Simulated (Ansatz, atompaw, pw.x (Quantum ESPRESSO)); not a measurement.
## What a changed setting does to a pw.x run (sc Ta)

Potential: PAW, atompaw 4.2.0.5, PBE; core [Kr] 4d10 4f14, reference 5s2 5p6 5d3 6s2 6p0; waves: 5s (bound): rc 1.65 bohr; 6s (bound): rc 2.05 bohr; 5p (bound): rc 2.05 bohr; 6p (bound, empty): rc 2.05 bohr; 5d (bound): rc 2.05 bohr; 5d channel at 3.45 Ry: rc 2.05 bohr; local part: bessel scheme, radius 1.70 bohr; core correction: smooth core density matched at 2.00 bohr; augmentation: besselshape compensation charge, radius 1.80 bohr; PAW radius 2.05 bohr; waves and projectors: custom rrkj gramschmidtortho.

The reference run (k-mesh 12³, cutoffs 50/500 Ry, Fermi–Dirac 0.01 Ry, mixing_beta 0.4, conv_thr 1e-9, no spin) gives 0.52 GPa at 20.376 Å³/atom, where all-electron LAPW gives 1.79 GPa. This run, with its own iteration cap, changes degauss to 0.005.

```
&control
  calculation='scf', prefix='x', pseudo_dir='./', outdir='./tmp', tstress=.true., disk_io='none'
/
&system
  ibrav=0, nat=1, ntyp=1, ecutwfc=50, ecutrho=500, nbnd=14,
  occupations='smearing', smearing='fd', degauss=0.005
/
&electrons
  conv_thr=1e-09, mixing_beta=0.4, electron_maxstep=60
/
ATOMIC_SPECIES
Ta 1.0 Ta.UPF
CELL_PARAMETERS angstrom
  2.73132247 0.00000000 0.00000000
  0.00000000 2.73132247 0.00000000
  0.00000000 0.00000000 2.73132247
ATOMIC_POSITIONS crystal
Ta 0.0000 0.0000 0.0000
K_POINTS automatic
12 12 12 0 0 0
```

```bash
pw.x < Ta.scf.in > Ta.scf.out
```

Q: How does the run end?

A: It converges in 13 iterations; the free energy moves by +18.2 meV/atom and the pressure by -0.11 GPa. In a metal, with Fermi–Dirac smearing, F lies below its zero-width value by a term in the square of the width.

```
Message from routine setup:
     using ibrav=0 with symmetry is DISCOURAGED, use correct ibrav instead
     lattice parameter (alat)  =       5.1615  a.u.
     unit-cell volume          =     137.5041 (a.u.)^3
     number of electrons       =        13.00
     number of Kohn-Sham states=           14
     kinetic-energy cutoff     =      50.0000  Ry
     charge density cutoff     =     500.0000  Ry
     scf convergence threshold =      1.0E-09
     Exchange-correlation= SLA PW PBX PBC
     number of k points=    84  Fermi-Dirac smearing, width (Ry)=  0.0050
     iteration #  1     ecut=    50.00 Ry     beta= 0.40
     total energy              =    -727.05397609 Ry
     estimated scf accuracy    <       0.05245348 Ry
     iteration #  2     ecut=    50.00 Ry     beta= 0.40
     total energy              =    -727.05593298 Ry
     estimated scf accuracy    <       0.00686608 Ry
     iteration #  3     ecut=    50.00 Ry     beta= 0.40
     total energy              =    -727.05960612 Ry
     estimated scf accuracy    <       0.00104940 Ry
     [... 7 iterations left out ...]
     iteration # 11     ecut=    50.00 Ry     beta= 0.40
     total energy              =    -727.06019947 Ry
     estimated scf accuracy    <          5.8E-09 Ry
     iteration # 12     ecut=    50.00 Ry     beta= 0.40
     total energy              =    -727.06019947 Ry
     estimated scf accuracy    <          1.7E-09 Ry
     iteration # 13     ecut=    50.00 Ry     beta= 0.40
     the Fermi energy is    15.5881 ev
!    total energy              =    -727.06019947 Ry
     estimated scf accuracy    <          1.8E-11 Ry
     smearing contrib. (-TS)   =      -0.00085145 Ry
     convergence has been achieved in  13 iterations
          total   stress  (Ry/bohr**3)                   (kbar)     P=        4.15
     Message from routine punch:
     Nothing written, as per user request (disk_io='none')
```

The run took about 14 s on one core of a shared host (Intel(R) Xeon(R) 6975P-C, 192 threads, 378 GiB, load 58).
